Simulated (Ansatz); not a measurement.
Structure types of Al were relaxed at one common pressure (all-electron LAPW in Ansatz 0.2.0 under PBE, scalar-relativistic, no spin polarisation, zero temperature). They take these volumes:

```json
{"type": "fcc", "space group": "Fm-3m", "V (Å³/atom)": "13.09"}
{"type": "bcc", "space group": "Im-3m", "V (Å³/atom)": "13.14"}
{"type": "hcp", "space group": "P6_3/mmc", "V (Å³/atom)": "13.10"}
{"type": "dhcp", "space group": "P6_3/mmc", "V (Å³/atom)": "13.11"}
{"type": "omega", "space group": "P6/mmm", "V (Å³/atom)": "13.31"}
{"type": "hP4", "space group": "P6_3/mmc", "V (Å³/atom)": "15.22"}
```

**Question.** At about which pressure, and is the densest type also the lowest in enthalpy?

**Answer.** 30 GPa. The densest types tie within 0.02 Å³/atom, and fcc is the lowest in enthalpy.
